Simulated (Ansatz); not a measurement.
# As (Pm-3m) in Ansatz: further runs

One crystal, As, is run at these levels: PBE; tasks: single point, relaxation of cell and atoms.

Everything below comes from runs of Ansatz 0.2.0. Logs are shortened: lines on timing, memory, paths and dates and some standing lists are left out, and cuts for length are marked.

### Step 1. The crystal as given

It takes space group Pm-3m (No. 221, cubic). The conventional cell has a = 2.704 Å, b = 2.704 Å, c = 2.704 Å, α = 90.00°, β = 90.00°, γ = 90.00°. As (site symmetry m-3m) is surrounded by 6 As at 2.70 Å.

This isn't the form of As at room conditions, which is rhombohedral.

### Step 2. Single point, PBE

input.yaml reads:

```yaml
crystal:
  lattice:
    - [2.7036817444, 0.0, 0.0]
    - [0.0, 2.7036817444, 0.0]
    - [0.0, 0.0, 2.7036817444]
  atoms:
    - { symbol: As, position: [0.5, 0.5, 0.5] }
hamiltonian:
  xc: pbe
  pseudopotentials: { kind: paw }
kpoints:
  mp_grid: { grid: [10, 10, 10] }
scf:
  occupations: { method: gaussian, width: 0.011 }
output:
  forces: true
  stress: true
  eigenvalues: true
  write_density: true
  write_potential: true
  elf: true
  volumetric_format: npy
```

Potentials or basis: Ansatz PAW.

Command:

```
$ ansatz run input.yaml --threads 2 --pin off --max-ram 5632MiB --backend cpu --events-out ev --progress --plain --runs-dir out
```

What it wrote:

```text
Warning: RAYON_NUM_THREADS=2 ignored (pool sized by the plan → 2); use --threads N
Engine: ansatz 0.2.0, aarch64-unknown-linux-gnu
Pseudopotentials: kind: paw
Pseudopotential: As, paw, valence charge 15, recommended cutoff 420 eV (normal), As.paw.azcp
Functional definition: PBE
  parameter kappa = 0.804
  parameter beta = 0.06672455060314922
  exchange = pbe_x(kappa = kappa, mu = beta*pi^2/3)
  correlation = pbe_c(beta = beta)
Crystal: 1 atoms, lattice volume = 19.764 Å³
Basis set: ecut = 420 eV, 389 PW (Γ), exchange–correlation on 40×40×40 points (8 copies of the dense FFT grid, shifted against one another)
Bands: 12, of which v1, the nominal top of the filled ones, is band 8 counted from 1 (7 counted from 0)
Symmetry: 48 space group operations
Space group: Pm-3m (ITA 221), of the structure as read, at distance tolerance 2.7e-5 Å
k-points: 56 of 1000
Non-local potential: As, projectors of the file, l = 0: 2, l = 1: 2, l = 2: 3, l = 3: 1
PAW form: soft (Blöchl's): semilocal exchange-correlation on the pseudo side does not see the compensation charge
PAW one-centre angular grid: As, 590 points (default); XC on 64 Gauss nodes
Initial density: superposition of atomic densities (neutral atoms: chi_scale 0, normalization atom), corrected by the library's trained network
Initial wavefunctions: pseudopotential atomic-orbital guess
Functional: x = pbe(κ = 0.804, μ = 0.2195149727645171), c = pbe(β = 0.06672455060314922)
SCF iter   1: F=—  HF=-4856.029508 eV  |F-HF|=—  |Δ(HF+E_count)|=         —  Δρ=1.34e-3  dr2=4.38e-4  ethr=1.77e-3  ⟨swp⟩=6.0  Hψ=4030  notcnv=0
preconditioner: auto → none  [insulator: Δε(μ)=0.038 eV  Ē_g=15.086 eV  σ=0.011 eV  W_gap=0.99  n_scr=6 (ndim 8)  ℏωp=18.7 eV  f_vac=0.001  D(μ)=0.10/eV (n_scr^D=0)  ε∞_Penn≈2.5]
SCF iter   2: F=—  HF=-4856.029428 eV  |F-HF|=—  |Δ(HF+E_count)|=   7.92e-5  Δρ=6.02e-4  dr2=5.98e-5  ethr=2.92e-6  ⟨swp⟩=2.1  Hψ=1470  notcnv=0  defer=29
SCF iter   3: F=—  HF=-4856.029462 eV  |F-HF|=—  |Δ(HF+E_count)|=   3.40e-5  Δρ=1.63e-4  dr2=5.15e-6  ethr=3.99e-7  ⟨swp⟩=2.0  Hψ=1203  notcnv=0  defer=29
SCF iter   4: F=—  HF=-4856.029463 eV  |F-HF|=—  |Δ(HF+E_count)|=   5.97e-8  Δρ=4.40e-5  dr2=2.20e-7  ethr=3.44e-8  ⟨swp⟩=2.0  Hψ=1060  notcnv=0  defer=29
iter 5 did not close the SCF: its close was put off for the readings that it lacked (scf_convergence_deferred on its scf_iter line)
SCF iter   5: F=-4856.029463 eV  HF=-4856.029463 eV  |F-HF|=1.42e-8  |Δ(HF+E_count)|=   2.91e-7  Δρ=6.97e-6  dr2=8.95e-9  ethr=1.47e-9  ⟨swp⟩=2.0  Hψ=1063  notcnv=0  defer=29
SCF iter   6: F=-4856.029463 eV  HF=-4856.029463 eV  |F-HF|=2.74e-10  |Δ(HF+E_count)|=   5.62e-9  Δρ=8.44e-7  dr2=1.49e-10  ethr=5.97e-11  ⟨swp⟩=5.1  Hψ=3479  notcnv=0
SCF 1 converged in 6 iterations: F = -4856.029463 eV  dr2 = 1.49e-10
SCF converged after 6 iterations
Free energy (F): -4856.029463 eV
Harris-Foulkes:  -4856.029463 eV  (|F-HF|=2.74e-10)
Internal energy: -4856.029456 eV  (E = F + TS)
E sigma→0 (E₀):  -4856.029459 eV
Entropy (-TS):   -0.000007 eV (-0.007 meV/atom)
Fermi energy:    11.684317 eV
--- Per-component energies (eV) ---
  E_band       = -214.849269
  E_kinetic    = 102.767143
  E_local      = -1547.822730  (includes V_loc(G=0)·N_el)
  E_nonlocal   = -670.566956
  E_hartree    = 873.823947
  E_xc         = -79.407395
  E_vxc        = -79.497625  (∫ρ·V_xc dr)
  E_paw        = -1834.805056  (= ΣΔE_a)
  E_vpaw       = 232.622370  (= ΣTr[D̂ρ^β])
  E_aug_tail   = 0.000007  (compensation charges beyond the density's cutoff)
  E_ewald      = -1700.018415
  E_smearing   = -0.000007  (= −TS)
  E_closure    = 0.000000  (closes the sum)
  Σ components = -4856.029463   (vs F -4856.029463, Δ=0.00e0)
--- Forces (eV/Å), atoms counted from 1 ---
  atom   1  As    -0.00000000    -0.00000000     0.00000000
  max |Σ_I F_I| component: 3.78e-31 eV/Å
--- Stress (GPa, compression-positive) ---
        2.301327       0.000000       0.000000
        0.000000       2.301327       0.000000
        0.000000       0.000000       2.301327
  P = ⅓ Tr σ = 2.3013 GPa (23.013 kbar)
--- Band table (eV; the first three rows and the last of 56) ---
  k-point 0: bands = ["-24.3175", "-24.3175", "-24.2144", "-24.2144", "-24.2144", "-3.2782", "15.8579", "15.8579", "15.8579", "20.2994", "20.2994", "22.2674"]
  k-point 1: bands = ["-24.3171", "-24.3088", "-24.2169", "-24.2169", "-24.2142", "-3.0940", "13.8135", "16.0199", "16.0199", "20.4677", "21.5120", "23.6113"]
  k-point 2: bands = ["-24.3161", "-24.2859", "-24.2236", "-24.2236", "-24.2137", "-2.5515", "10.7434", "16.4823", "16.4823", "20.9614", "22.3125", "27.2772"]
  k-point 55: bands = ["-24.2704", "-24.2704", "-24.2704", "-24.1715", "-24.1715", "6.7680", "9.8795", "9.8795", "9.8795", "17.6822", "17.6822", "17.6822"]
```

rho_z.tsv:

```text
# z_ang	rho[e/angstrom^3]
# format = ansatz-planar-average/11
# lattice	2.703681744	0.000000000	0.000000000
# lattice	0.000000000	2.703681744	0.000000000
# lattice	0.000000000	0.000000000	2.703681744
# sites	1
# site	33	1.351840872	1.351840872	1.351840872
0.000000	1.319629e-1
0.135184	1.385172e-1
0.270368	1.588759e-1
0.405552	1.946034e-1
0.540736	2.522127e-1
0.675920	3.572275e-1
[... 12 lines left out ...]
2.433314	1.588759e-1
2.568498	1.385172e-1
```

v_z.tsv:

```text
# z_ang	v_es[eV]	v_tot[eV]
# format = ansatz-planar-average/11
# xc	pbe
# density_cutoff_ev	1680
# datasets	As=:simpson_from_first_knot:soft
# lattice	2.703681744	0.000000000	0.000000000
# lattice	0.000000000	2.703681744	0.000000000
# lattice	0.000000000	0.000000000	2.703681744
# sites	1
# site	33	1.351840872	1.351840872	1.351840872
0.000000	1.347518e1	5.442176e0
0.135184	1.325640e1	5.182482e0
0.270368	1.256761e1	4.226602e0
0.405552	1.118811e1	2.277921e0
0.540736	9.198401e0	-4.536435e-1
0.675920	7.316287e0	-3.129227e0
[... 12 lines left out ...]
2.433314	1.256761e1	4.226602e0
2.568498	1.325640e1	5.182482e0
```

Wall time 0.69 s (2 threads of Arm Neoverse V2, shared host); peak memory 0.26 GiB.

What came out:

```yaml
Free_energy: -4856.0295 eV
Pressure: 2.3 GPa
```

### Step 3. Relaxation of cell and atoms, PBE

Changes to input.yaml since step 2:

```diff
@@ -13,3 +13,3 @@
 scf:
-  occupations: { method: gaussian, width: 0.011 }
+  occupations: { method: fermi_dirac, width: 0.05 }
 output:
@@ -18,5 +18,5 @@
   eigenvalues: true
-  write_density: true
-  write_potential: true
-  elf: true
-  volumetric_format: npy
+relax:
+  f_tol: 0.01
+  max_steps: 40
+  cell: { stress_tol: 0.05 }
```

Potentials or basis: Ansatz PAW.

Command:

```
$ ansatz run input.yaml --threads 2 --pin off --max-ram 5632MiB --backend cpu --events-out ev --progress --plain --runs-dir out
```

Run time: 2.1 s. Hardware: 2 threads of Arm Neoverse V2, shared host; peak memory 0.27 GiB.

It converged, with:

* Free energy: -4856.0342 eV
* Relaxed volume: 20.28 Å³/atom
* Relaxed cell: a = 2.727 Å, b = 2.727 Å, c = 2.727 Å, α = 90.00°, β = 90.00°, γ = 90.00°
* Space group after relaxing (to 0.05 Å): Pm-3m (No. 221)
* Energy gained by relaxing: 3.4 meV/atom
* Ionic steps: 4
* Pressure after relaxing: 0.0 GPa
* Band gap on the k mesh: none (metal or under the smearing width)

Step by step:
```tsv
step	energy change (eV)	largest force (eV/Å)	volume (Å³)
1	0.0000	0.0000	19.76
2	-0.0028	0.0000	20.46
3	-0.0033	0.0000	20.28
4	-0.0034	0.0000	20.28
```

Final structure:
```
As
1.0
     2.72707    0.00000    0.00000
     0.00000    2.72707    0.00000
     0.00000    0.00000    2.72707
As
1
Direct
  0.50000 0.50000 0.50000
```

Levels at points of the mesh, in eV from the Fermi level:
| k point | band 4 | band 5 | band 6 | band 7 | band 8 | band 9 | band 10 | band 11 |
| --- | --- | --- | --- | --- | --- | --- | --- | --- |
| (0.00, 0.00, 0.00) | -35.85 | -35.85 | -14.70 | 4.11 | 4.11 | 4.11 | 8.62 | 8.62 |
| (0.00, 0.00, -0.50) | -35.86 | -35.85 | -11.67 | -6.67 | 6.31 | 6.31 | 11.34 | 14.03 |
| (0.00, -0.50, -0.50) | -35.88 | -35.82 | -8.52 | -4.09 | -4.09 | 2.69 | 8.38 | 16.58 |
| (-0.50, -0.50, -0.50) | -35.81 | -35.81 | -5.07 | -1.73 | -1.73 | -1.73 | 6.07 | 6.07 |

Caveat: the plane-wave basis is chosen anew once the cell has moved, so the energies of steps on either side of that aren't comparable.
